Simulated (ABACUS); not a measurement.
# V (Im-3m) in ABACUS: equation of state

How stiff is V in PBE, and what volume does it want? The cell is scaled to several volumes.

Program: ABACUS 3.10.1. These are calculated values, not measurements. Logs are shortened: lines on timing, memory, paths and dates and some standing lists are left out, and cuts for length are marked.

## (1) The structure

Symmetry: Im-3m, No. 229, cubic system. Conventional cell: a = 3.029 Å, b = 3.029 Å, c = 3.029 Å, α = 90.00°, β = 90.00°, γ = 90.00°. Around V (site symmetry m-3m) lie 8 V at 2.62 Å.

## (2) Equation of state, PBE, collinear spin, ferromagnetic start, 13.06 Å³/atom (volume scaled by 0.94)

INPUT

```
INPUT_PARAMETERS
suffix              V
calculation         scf
basis_type          pw
pseudo_dir          ./
symmetry            1
dft_functional      pbe
ecutwfc             84
pseudo_rcut         10
nspin               2
nbands              12
ks_solver           dav
smearing_method     fd
smearing_sigma      0.00367493
scf_thr             1e-08
scf_nmax            100
mixing_type         broyden
mixing_beta         0.4
cal_force           1
cal_stress          1
kpar                4
```

STRU

```
ATOMIC_SPECIES
V 50.9415 V.upf

LATTICE_CONSTANT
1.8897261246

LATTICE_VECTORS
-1.4834362237 1.4834362237 1.4834362237
1.4834362237 -1.4834362237 1.4834362237
1.4834362237 1.4834362237 -1.4834362237

ATOMIC_POSITIONS
Direct

V
0.0
1
0.0000000000 0.0000000000 0.0000000000 1 1 1 mag 2
```

KPT

```
K_POINTS
0
Gamma
12 12 12 0 0 0
```

Potentials or basis: PseudoDojo NC SR 0.4.1 PBE standard, plane waves.

The run is started by

```console
$ OMP_NUM_THREADS=1 mpirun -np 4 abacus > log
```

running log:

```text
ABACUS v3.10.1

               Atomic-orbital Based Ab-initio Computation at UStc

 ------------------------------------------------------------------------------------

 READING GENERAL INFORMATION
                           global_out_dir = OUT.V/
                           global_in_card = INPUT
                               pseudo_dir = ./
                              orbital_dir =
                                    DSIZE = 4
                                    GSIZE = 1

 READING UNITCELL INFORMATION
                                    ntype = 1
                  lattice constant (Bohr) = 1.88973
              lattice constant (Angstrom) = 1

 READING ATOM TYPE 1
                               atom label = V
                      L=0, number of zeta = 1
                      L=1, number of zeta = 1
                      L=2, number of zeta = 1
             number of atom for this type = 1
               magnetization of element 1 = 2

                        TOTAL ATOM NUMBER = 1
DIRECT COORDINATES
    atom                   x                   y                   z     mag                  vx                  vy                  vz
taud_V1            0.0000000000        0.0000000000        0.0000000000  2.0000        0.0000000000        0.0000000000        0.0000000000

                          Volume (Bohr^3) = 88.1177
                             Volume (A^3) = 13.0577

 Lattice vectors: (Cartesian coordinate: in unit of a_0)
             -1.48344            +1.48344            +1.48344
             +1.48344            -1.48344            +1.48344
             +1.48344            +1.48344            -1.48344
 Reciprocal vectors: (Cartesian coordinate: in unit of 2 pi/a_0)
                   +0           +0.337055           +0.337055
            +0.337055                  +0           +0.337055
            +0.337055           +0.337055                  +0
 The esolver type has been set to : ksdft_pw

                PAO radial cut off (Bohr) = 10

 Read in pseudopotential file is V.upf
                     pseudopotential type = NC
          exchange-correlation functional = PBE
                 nonlocal core correction = 1
                        valence electrons = 13
                                     lmax = 2
                           number of zeta = 4
[... 5 lines left out ...]
                           L of projector = 2
                           L of projector = 2
     initial pseudo atomic orbital number = 10
 The readin total magnetization is 2

 SETUP THE ELECTRONS NUMBER
             electron number of element V = 13
       total electron number of element V = 13
            AUTOSET number of electrons:  = 13
                           occupied bands = 7
                                   NBANDS = 12
                                   NLOCAL = 9

%%%%%%%%%%%%%%%%%%%%%%%%%%%%%%%%%%%%%%%%%%%%%%%%%%%%%%%%%%%%%%%%%%%%%%%%%%%%%%%%%%%%%%%%%%%%%%%%%%%%%%%%%%
 Warning: the number of valence electrons in pseudopotential > 5 for V: [Ar] 3d3 4s2
 Pseudopotentials with additional electrons can yield (more) accurate outcomes, but may be less efficient.
 If you're confident that your chosen pseudopotential is appropriate, you can safely ignore this warning.
%%%%%%%%%%%%%%%%%%%%%%%%%%%%%%%%%%%%%%%%%%%%%%%%%%%%%%%%%%%%%%%%%%%%%%%%%%%%%%%%%%%%%%%%%%%%%%%%%%%%%%%%%%

 SETUP THE PLANE WAVE BASIS
 energy cutoff for charge/potential (unit:Ry) = 336
            fft grid for charge/potential = [ 30, 30, 30 ]
                        fft grid division = [ 1, 1, 1 ]
        big fft grid for charge/potential = [ 30, 30, 30 ]
                                     nbxx = 27000
                                     nrxx = 27000

 SETUP PLANE WAVES FOR CHARGE/POTENTIAL
                    number of plane waves = 9189
                         number of sticks = 599

 PARALLEL PW FOR CHARGE/POTENTIAL
     PROC   COLUMNS(POT)             PW
        1            599           9189
 --------------- sum -------------------
        1            599           9189
                            number of |g| = 124
                                  max |g| = 30.2193
                                  min |g| = 0

----------- Double Check Mixing Parameters Begin ------------
mixing_type: broyden
mixing_beta: 0.4
mixing_gg0: 1
mixing_gg0_min: 0.1
mixing_beta_mag: 1.6
mixing_gg0_mag: 0
mixing_ndim: 8
----------- Double Check Mixing Parameters End ------------

[... 31 lines left out ...]
                                   nkstot = 1728
                       right hand lattice = 1
(for reciprocal lattice: )
                             BRAVAIS TYPE = 3
                     BRAVAIS LATTICE NAME = 03. Cubic F (face-centered)
                                    ibrav = 3
                       right hand lattice = 1
(for k-lattice: )
                             BRAVAIS TYPE = 3
                     BRAVAIS LATTICE NAME = 03. Cubic F (face-centered)
                                    ibrav = 3
                       right hand lattice = 1
                        ROTATION MATRICES = 48
                               nkstot_ibz = 72
K-POINTS REDUCTION ACCORDING TO SYMMETRY
     IBZ    DIRECT_X    DIRECT_Y    DIRECT_Z  WEIGHT  ibz2bz
       1  0.00000000  0.00000000  0.00000000  0.0006       0
       2 -0.08333333  0.08333333  0.00000000  0.0069       1
       3 -0.16666667  0.16666667  0.00000000  0.0069       2
       4 -0.25000000  0.25000000  0.00000000  0.0069       3
       5 -0.33333333  0.33333333  0.00000000  0.0069       4
       6 -0.41666667  0.41666667  0.00000000  0.0069       5
[... 22 lines left out ...]
      29 -0.16666667  0.16666667  0.08333333  0.0139     178
      30  0.41666667  0.25000000  0.25000000  0.0139     183
[... 42 further k points ...]

                               nkstot now = 72
[... K-POINTS DIRECT COORDINATES: 72 rows ...]

           k-point number in this process = 18
       minimum distributed K point number = 18
[... stars of the k points ...]
                             nks(nspin=2) = 36
                          nkstot(nspin=2) = 144

[... K-POINTS CARTESIAN COORDINATES: 36 rows ...]

[... K-POINTS DIRECT COORDINATES: 36 rows ...]

 SETUP PLANE WAVES FOR WAVE FUNCTIONS
     energy cutoff for wavefunc (unit:Ry) = 84
              fft grid for wave functions = [ 30, 30, 30 ]
                    number of plane waves = 1745
                         number of sticks = 201

 PARALLEL PW FOR WAVE FUNCTIONS
     PROC   COLUMNS(POT)             PW
        1            201           1745
 --------------- sum -------------------
        1            201           1745

 SETUP NONLOCAL PSEUDOPOTENTIALS IN PLANE WAVE BASIS
 V non-local projectors:
 projector 1 L=0
 projector 2 L=0
 projector 3 L=1
 projector 4 L=1
 projector 5 L=2
 projector 6 L=2
      TOTAL NUMBER OF NONLOCAL PROJECTORS = 18

 Init Non-Local PseudoPotential table :
 Init Non-Local-Pseudopotential done.

                                     npwx = 1157

 Make real space PAO into reciprocal space.
       max mesh points in Pseudopotential = 1001
     dq(describe PAO in reciprocal space) = 0.01
                                    max q = 1104

 number of pseudo atomic orbitals for V is 4
WARNING: norm of atomic wavefunction # 3 of atomic type V is 0.999996, renormalized
WARNING: norm of atomic wavefunction # 4 of atomic type V is 0.999746, renormalized

 -------------------------------------------
 SELF-CONSISTENT
 -------------------------------------------
                                 init_chg = atomic

 PW ALGORITHM --------------- ION=   1  ELEC=   1--------------------------------
 Notice: Threshold on eigenvalues was too large.
 hsover_error=0.13 > DRHO=0.0873995
 Origin diag ethr = 0.01
 New diag ethr = 0.000672304
          total magnetism (Bohr mag/cell) = 0.848149
       absolute magnetism (Bohr mag/cell) = 0.848157
                        nelec for spin up = 6.92407
                      nelec for spin down = 6.07593

 Density error is 0.0881150118226
                          Error Threshold = 0.00067230399448
----------------------------------------------------------
     Energy           Rydberg                 eV
----------------------------------------------------------
 E_KohnSham     -147.5902102974      -2008.0678290627
 E_Harris       -149.5448187983      -2034.6616420344
 E_Fermi        1.3402005967         18.2343645783
----------------------------------------------------------
[... 151 lines left out ...]
 Density error is 3.03079222361e-09
                          Error Threshold = 2.32011178819e-10
----------------------------------------------------------
     Energy           Rydberg                 eV
----------------------------------------------------------
 E_KohnSham     -147.6165020674      -2008.4255469460
 E_KS(sigma->0) -147.6158511726      -2008.4166910671
 E_Harris       -147.6164675481      -2008.4250772865
 E_band         -9.8975385761        -134.6629208096
 E_one_elec     -43.2280505055       -588.1478003071
 E_Hartree      28.2392653089        384.2149155348
 E_xc           -22.9283726151       -311.9565134331
 E_Ewald        -109.6980424659      -1492.5184369828
 E_entropy(-TS) -0.0013017897        -0.0177117578
 E_descf        0.0000000000         0.0000000000
 E_exx          0.0000000000         0.0000000000
 E_Fermi        1.2693747230         17.2707291299
----------------------------------------------------------

 charge density convergence is achieved
 final etot is -2008.4255469 eV
 EFERMI = 17.27072913 eV

 STATE ENERGY(eV) AND OCCUPATIONS    NSPIN == 2
SPIN UP :
 1/18 kpoint (Cartesian) = 0.0000 0.0000 0.0000 (1157 pws)
       1       -46.4030    0.000578704
       2       -19.6491    0.000578704
       3       -19.6491    0.000578704
       4       -19.6491    0.000578704
       5        10.6040    0.000578704
       6        17.7047    9.84872e-08
       7        17.7047    9.84872e-08
       8        17.7047    9.84872e-08
       9        19.8002    6.18983e-26
      10        19.8002    6.18983e-26
      11        38.0909        0.00000
      12        38.0909        0.00000
[... 57 lines left out ...]
 6/18 kpoint (Cartesian) = 0.14044 -0.14044 0.0000 (1150 pws)
       1       -46.1944     0.00694444
       2       -20.5805     0.00694444
       3       -19.9378     0.00694444
       4       -19.6570     0.00694444
       5        13.9735     0.00694444
       6        16.1849     0.00694444
       7        18.3622    2.29945e-12
       8        19.7968    7.94973e-25
       9        20.1395    8.39409e-28
      10        21.2499    1.90014e-37
      11        28.8403        0.00000
      12        33.7858        0.00000

[... levels at 30 further k points ...]

------------------------------------------------------------------------------------------
 TOTAL-FORCE (eV/Angstrom)
------------------------------------------------------------------------------------------
                        V1         0.0000000000         0.0000000000         0.0000000000
------------------------------------------------------------------------------------------

----------------------------------------------------------------
 TOTAL-STRESS (KBAR)
----------------------------------------------------------------
        59.1782826080         0.0000000000         0.0000000000
         0.0000000000        59.1782826080        -0.0000000000
        -0.0000000000        -0.0000000000        59.1782826080
----------------------------------------------------------------
 TOTAL-PRESSURE: 59.178283 KBAR

 --------------------------------------------
 !FINAL_ETOT_IS -2008.4255469459999404 eV
 --------------------------------------------
```

Run time: 12 s. Hardware: 4 MPI ranks of Intel Xeon Platinum 8488C (Sapphire Rapids), shared host; peak memory 0.28 GiB.

Results:

| Item | Value |
| --- | --- |
| Free energy | -2008.4255 eV |
| Pressure | 5.9 GPa |
| Band gap on the k mesh | none (metal or under the smearing width) |
| Net moment | 0.00 μB per cell |
| Absolute moment | 0.00 μB per cell |

## (3) Equation of state, PBE, collinear spin, ferromagnetic start, 13.34 Å³/atom (volume scaled by 0.96)

INPUT is that of step 2.

STRU

```
ATOMIC_SPECIES
V 50.9415 V.upf

LATTICE_CONSTANT
1.8897261246

LATTICE_VECTORS
-1.4938833019 1.4938833019 1.4938833019
1.4938833019 -1.4938833019 1.4938833019
1.4938833019 1.4938833019 -1.4938833019

ATOMIC_POSITIONS
Direct

V
0.0
1
0.0000000000 0.0000000000 0.0000000000 1 1 1 mag 2
```

KPT is that of step 2.

Potentials or basis: PseudoDojo NC SR 0.4.1 PBE standard, plane waves.

The run is started by

```console
$ OMP_NUM_THREADS=1 mpirun -np 4 abacus > log
```

Wall time 12 s (4 MPI ranks of Intel Xeon Platinum 8488C (Sapphire Rapids), shared host); peak memory 0.28 GiB.

The run converged. Its results:

| Item | Value |
| --- | --- |
| Free energy | -2008.4323 eV |
| Pressure | 1.8 GPa |
| Band gap on the k mesh | none (metal or under the smearing width) |
| Net moment | 0.00 μB per cell |
| Absolute moment | 0.00 μB per cell |

## (4) Equation of state, PBE, collinear spin, ferromagnetic start, 13.61 Å³/atom (volume scaled by 0.98)

INPUT is that of step 3.

STRU

```
ATOMIC_SPECIES
V 50.9415 V.upf

LATTICE_CONSTANT
1.8897261246

LATTICE_VECTORS
-1.5041862709 1.5041862709 1.5041862709
1.5041862709 -1.5041862709 1.5041862709
1.5041862709 1.5041862709 -1.5041862709

ATOMIC_POSITIONS
Direct

V
0.0
1
0.0000000000 0.0000000000 0.0000000000 1 1 1 mag 2
```

KPT is that of step 3.

The run is started by

```console
$ OMP_NUM_THREADS=1 mpirun -np 4 abacus > log
```

Wall time 13 s (4 MPI ranks of Intel Xeon Platinum 8488C (Sapphire Rapids), shared host); peak memory 0.28 GiB.

The run converged. Its results:

* Free energy: -2008.4323 eV
* Pressure: -1.9 GPa
* Band gap on the k mesh: none (metal or under the smearing width)
* Net moment: 0.00 μB per cell
* Absolute moment: 0.00 μB per cell

## (5) Equation of state, PBE, collinear spin, ferromagnetic start, 13.89 Å³/atom

INPUT is that of step 4.

STRU

```
ATOMIC_SPECIES
V 50.9415 V.upf

LATTICE_CONSTANT
1.8897261246

LATTICE_VECTORS
-1.5143500000 1.5143500000 1.5143500000
1.5143500000 -1.5143500000 1.5143500000
1.5143500000 1.5143500000 -1.5143500000

ATOMIC_POSITIONS
Direct

V
0.0
1
0.0000000000 0.0000000000 0.0000000000 1 1 1 mag 2
```

KPT is that of step 4.

The run is started by

```console
$ OMP_NUM_THREADS=1 mpirun -np 4 abacus > log
```

Run time: 12 s. Hardware: 4 MPI ranks of Intel Xeon Platinum 8488C (Sapphire Rapids), shared host; peak memory 0.28 GiB.

The run converged. Its results:

| Property | Result |
| --- | --- |
| Free energy | -2008.4261 eV |
| Pressure | -5.3 GPa |
| Band gap on the k mesh | none (metal or under the smearing width) |
| Net moment | 0.00 μB per cell |
| Absolute moment | 0.00 μB per cell |

## (6) Equation of state, PBE, collinear spin, ferromagnetic start, 14.17 Å³/atom (volume scaled by 1.02)

INPUT is that of step 5.

STRU

```
ATOMIC_SPECIES
V 50.9415 V.upf

LATTICE_CONSTANT
1.8897261246

LATTICE_VECTORS
-1.5243791002 1.5243791002 1.5243791002
1.5243791002 -1.5243791002 1.5243791002
1.5243791002 1.5243791002 -1.5243791002

ATOMIC_POSITIONS
Direct

V
0.0
1
0.0000000000 0.0000000000 0.0000000000 1 1 1 mag 2
```

KPT is that of step 5.

Potentials or basis: PseudoDojo NC SR 0.4.1 PBE standard, plane waves.

The run is started by

```console
$ OMP_NUM_THREADS=1 mpirun -np 4 abacus > log
```

Wall time 12 s (4 MPI ranks of Intel Xeon Platinum 8488C (Sapphire Rapids), shared host); peak memory 0.28 GiB.

It converged, with:

```
Free energy            : -2008.4144 eV
Pressure               : -8.3 GPa
Band gap on the k mesh : none (metal or under the smearing width)
Net moment             : 0.00 μB per cell
Absolute moment        : 0.00 μB per cell
```

## (7) Equation of state, PBE, collinear spin, ferromagnetic start, 14.45 Å³/atom (volume scaled by 1.04)

INPUT is that of step 6.

STRU

```
ATOMIC_SPECIES
V 50.9415 V.upf

LATTICE_CONSTANT
1.8897261246

LATTICE_VECTORS
-1.5342779432 1.5342779432 1.5342779432
1.5342779432 -1.5342779432 1.5342779432
1.5342779432 1.5342779432 -1.5342779432

ATOMIC_POSITIONS
Direct

V
0.0
1
0.0000000000 0.0000000000 0.0000000000 1 1 1 mag 2
```

KPT is that of step 6.

The run is started by

```console
$ OMP_NUM_THREADS=1 mpirun -np 4 abacus > log
```

Run time: 14 s. Hardware: 4 MPI ranks of Intel Xeon Platinum 8488C (Sapphire Rapids), shared host; peak memory 0.28 GiB.

The run converged. Its results:

```yaml
Free_energy: -2008.3976 eV
Pressure: -11.1 GPa
Band_gap_on_the_k_mesh: none (metal or under the smearing width)
Net_moment: 0.00 μB per cell
Absolute_moment: 0.00 μB per cell
```

## (8) Equation of state, PBE, collinear spin, ferromagnetic start, 14.72 Å³/atom (volume scaled by 1.06)

INPUT is that of step 7.

STRU

```
ATOMIC_SPECIES
V 50.9415 V.upf

LATTICE_CONSTANT
1.8897261246

LATTICE_VECTORS
-1.5440506776 1.5440506776 1.5440506776
1.5440506776 -1.5440506776 1.5440506776
1.5440506776 1.5440506776 -1.5440506776

ATOMIC_POSITIONS
Direct

V
0.0
1
0.0000000000 0.0000000000 0.0000000000 1 1 1 mag 2
```

KPT is that of step 7.

The run is started by

```console
$ OMP_NUM_THREADS=1 mpirun -np 4 abacus > log
```

Run time: 16 s. Hardware: 4 MPI ranks of Intel Xeon Platinum 8488C (Sapphire Rapids), shared host; peak memory 0.28 GiB.

The run converged. Its results:

| Property | Result |
| --- | --- |
| Free energy | -2008.3763 eV |
| Pressure | -13.6 GPa |
| Band gap on the k mesh | none (metal or under the smearing width) |
| Net moment | 0.01 μB per cell |
| Absolute moment | 0.01 μB per cell |

## (9) Equation of state, PBE, collinear spin, ferromagnetic start

Potentials or basis: PseudoDojo NC SR 0.4.1 PBE standard, plane waves.

This step only gathers the single runs of the series.

Results:

```
Equilibrium volume                      : 13.47 Å³/atom
Bulk modulus                            : 180 GPa
Pressure derivative of the bulk modulus : 3.7
```

Energy against volume, from the lowest point:
| volume (Å³/atom) | energy (meV/atom) |
| --- | --- |
| 13.058 | 6.74 |
| 13.336 | 0.00 |
| 13.613 | 0.00 |
| 13.891 | 6.15 |
| 14.169 | 17.89 |
| 14.447 | 34.67 |
| 14.725 | 56.03 |
